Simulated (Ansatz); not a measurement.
Write the native input for Ansatz 0.2.0 that does the following.

```
Task                : relaxation of cell and atoms
Functional          : r2SCAN
Potentials or basis : Ansatz PAW
Cutoff              : 500 eV (not typed: the program's choice for these potentials)
k mesh              : 5 × 5 × 8
Occupations         : fermi-dirac, width 0.05 eV
Spin                : no spin polarisation
```

Crystal: La2O3.

```
CELL_PARAMETERS angstrom
6.26678 0.00000 0.00000
-3.13339 5.42719 0.00000
0.00000 0.00000 3.29977
ATOMIC_POSITIONS crystal
La 0.66667 0.33333 0.50000
La 0.33333 0.66667 0.50000
O 0.50801 0.00000 0.00000
O 0.00000 0.50801 0.00000
O 0.49199 0.49199 0.00000
```

The cell comes from a database or a generator and needn't be the stable form of this composition.

The input as run:

input.yaml

```yaml
crystal:
  lattice:
    - [6.2667802772, 0.0, 0.0]
    - [-3.1333901386, 5.42719092, 0.0]
    - [0.0, 0.0, 3.299766]
  atoms:
    - { symbol: La, position: [0.6666666667, 0.3333333333, 0.5] }
    - { symbol: La, position: [0.3333333333, 0.6666666667, 0.5] }
    - { symbol: O, position: [0.50801399, 0.0, 0.0] }
    - { symbol: O, position: [0.0, 0.50801399, 0.0] }
    - { symbol: O, position: [0.49198601, 0.49198601, 0.0] }
hamiltonian:
  xc: r2scan
  pseudopotentials: { kind: paw }
kpoints:
  mp_grid: { grid: [5, 5, 8] }
scf:
  occupations: { method: fermi_dirac, width: 0.05 }
output:
  forces: true
  stress: true
  eigenvalues: true
relax:
  f_tol: 0.01
  max_steps: 40
  cell: { stress_tol: 0.05 }
```

Potentials or basis: Ansatz PAW.

Launch:

```bash
$ ansatz run input.yaml --threads 2 --pin off --max-ram 5632MiB --backend cpu --events-out ev --progress --plain --runs-dir out
```

Results of the run:

```
Relaxed volume                         : 22.93 Å³/atom
Relaxed cell                           : a = 6.355 Å, b = 6.355 Å, c = 3.278 Å, α = 90.00°, β = 90.00°, γ = 120.00°
Space group after relaxing (to 0.05 Å) : P6/mmm (No. 191)
Energy gained by relaxing              : 5.5 meV/atom
Ionic steps                            : 5
Pressure after relaxing                : 0.0 GPa
Band gap on the k mesh                 : 1.92 eV, indirect (least direct gap 2.42 eV)
```

Caveat: the magnetic or orbital state may not be the lowest; odd divisions of the mesh miss points on the zone boundary, where band edges often lie, so the gap on the mesh can be too wide; the plane-wave basis is chosen anew once the cell has moved, so the energies of steps on either side of that aren't comparable; spin-orbit coupling is left out, which moves the levels of the heavy elements; the PAW data sets come from PBE, with cores solved anew for the run's functional, which leaves a small shift of forces and pressure.

Wall time 75 s on 2 threads of Intel(R) Xeon(R) Processor @ 2.70GHz, with other jobs on the host, peak memory 0.64 GiB.
